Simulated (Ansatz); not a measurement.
**Band table of YN**

```xyz
2
Lattice="0.0000 2.4385 2.4385 2.4385 0.0000 2.4385 2.4385 2.4385 0.0000" Properties=species:S:1:pos:R:3 pbc="T T T"
Y     0.0000    0.0000    0.0000
N     2.4385    2.4385    2.4385
```

The base volume is that of a database entry, with shape and atoms relaxed on PAW files at held volume, so it needn't be at zero pressure; the structure needn't be the stable phase, at rest or compressed.

All numbers are PBE results (scalar-relativistic) from Ansatz 0.2.0, with a Γ-centred 10×10×10 k mesh, Fermi–Dirac smearing of 0.03 eV, no spin polarisation. Methods: LAPW: all electrons, basis error target 1 meV/atom.

Path points, in fractions of the reciprocal vectors: Γ (0.000, 0.000, 0.000), X (0.500, 0.000, 0.500), U (0.625, 0.250, 0.625), K (0.375, 0.375, 0.750), L (0.500, 0.500, 0.500), W (0.500, 0.250, 0.750). The distance column jumps between branches of the path. Levels in eV from the valence-band top; bands 12 to 20, counted from the lowest band of the run. The gap is 0.18 eV, the pressure 2.97 GPa.

```
# k(1/Å) point b12 b13 b14 b15 b16 b17 b18 b19 b20
0.000 Γ -20.41 -20.41 -20.41 -12.91 0.00 0.00 0.00 3.16 3.16
0.184 - -20.48 -20.43 -20.43 -12.79 -0.63 -0.11 -0.11 2.91 3.48
0.368 - -20.65 -20.48 -20.48 -12.51 -1.72 -0.32 -0.32 2.33 4.31
0.552 - -20.85 -20.54 -20.54 -12.24 -2.47 -0.47 -0.47 1.66 5.33
0.736 - -21.04 -20.62 -20.62 -12.16 -2.64 -0.51 -0.51 1.05 5.93
0.920 - -21.18 -20.68 -20.68 -12.26 -2.28 -0.47 -0.47 0.57 6.50
1.104 - -21.26 -20.73 -20.73 -12.43 -1.74 -0.41 -0.41 0.28 6.80
1.288 X -21.28 -20.75 -20.75 -12.50 -1.48 -0.38 -0.38 0.18 6.90
1.353 - -21.28 -20.75 -20.74 -12.49 -1.49 -0.51 -0.41 0.31 6.95
1.418 - -21.27 -20.78 -20.74 -12.45 -1.49 -0.76 -0.49 0.57 7.10
1.484 - -21.25 -20.81 -20.73 -12.39 -1.51 -1.03 -0.61 0.88 7.32
1.549 - -21.23 -20.86 -20.72 -12.32 -1.52 -1.33 -0.77 1.22 7.21
1.614 - -21.20 -20.92 -20.70 -12.23 -1.62 -1.54 -0.95 1.60 6.91
1.679 - -21.17 -20.98 -20.68 -12.13 -1.91 -1.56 -1.13 2.01 6.61
1.744 U -21.14 -21.04 -20.66 -12.03 -2.19 -1.58 -1.32 2.46 6.30
2.533 K -21.14 -21.04 -20.66 -12.03 -2.19 -1.58 -1.32 2.46 6.30
2.728 - -21.19 -21.00 -20.59 -11.74 -2.89 -1.79 -1.60 3.97 5.44
2.923 - -21.25 -20.85 -20.52 -11.59 -3.24 -2.03 -1.51 4.67 5.41
3.118 - -21.18 -20.71 -20.47 -11.69 -3.11 -1.97 -1.29 4.03 4.74
3.314 - -20.99 -20.58 -20.43 -12.01 -2.51 -1.61 -0.93 3.55 4.07
3.509 - -20.73 -20.49 -20.42 -12.42 -1.57 -1.00 -0.50 3.26 3.57
3.704 - -20.50 -20.43 -20.41 -12.77 -0.54 -0.33 -0.14 3.16 3.26
3.899 Γ -20.41 -20.41 -20.41 -12.91 0.00 0.00 0.00 3.16 3.16
4.059 - -20.48 -20.42 -20.42 -12.81 -0.34 -0.19 -0.19 3.20 3.28
4.218 - -20.66 -20.43 -20.43 -12.56 -1.12 -0.63 -0.63 3.30 3.64
4.377 - -20.90 -20.45 -20.45 -12.21 -2.00 -1.14 -1.14 3.52 4.18
4.537 - -21.16 -20.46 -20.46 -11.82 -2.83 -1.60 -1.60 3.92 4.86
4.696 - -21.38 -20.48 -20.48 -11.47 -3.50 -1.96 -1.96 4.51 5.58
4.856 - -21.52 -20.49 -20.49 -11.22 -3.93 -2.19 -2.19 5.24 6.18
5.015 L -21.57 -20.50 -20.50 -11.13 -4.08 -2.27 -2.27 5.74 6.42
5.145 - -21.55 -20.52 -20.50 -11.18 -4.00 -2.23 -2.22 5.67 5.85
5.275 - -21.50 -20.60 -20.53 -11.30 -3.76 -2.12 -2.11 5.23 5.44
5.405 - -21.42 -20.71 -20.57 -11.48 -3.40 -1.96 -1.95 4.73 5.06
5.536 - -21.32 -20.82 -20.62 -11.67 -2.99 -1.78 -1.78 4.38 4.66
5.666 - -21.20 -20.93 -20.70 -11.84 -2.59 -1.65 -1.63 4.16 4.32
5.796 - -21.09 -21.00 -20.78 -11.95 -2.29 -1.56 -1.55 4.05 4.10
5.926 W -21.02 -21.02 -20.84 -11.99 -2.16 -1.54 -1.54 4.02 4.02
6.018 - -21.08 -20.96 -20.83 -12.02 -2.08 -1.56 -1.48 3.31 4.75
6.110 - -21.14 -20.90 -20.82 -12.09 -1.87 -1.56 -1.39 2.63 5.47
6.202 - -21.19 -20.85 -20.80 -12.20 -1.55 -1.54 -1.25 1.99 6.17
6.294 - -21.23 -20.81 -20.78 -12.31 -1.53 -1.15 -1.06 1.40 6.82
6.386 - -21.26 -20.77 -20.76 -12.41 -1.50 -0.83 -0.77 0.87 7.13
6.478 - -21.28 -20.75 -20.75 -12.47 -1.49 -0.56 -0.49 0.42 6.99
6.570 X -21.28 -20.75 -20.75 -12.50 -1.48 -0.38 -0.38 0.18 6.90
```
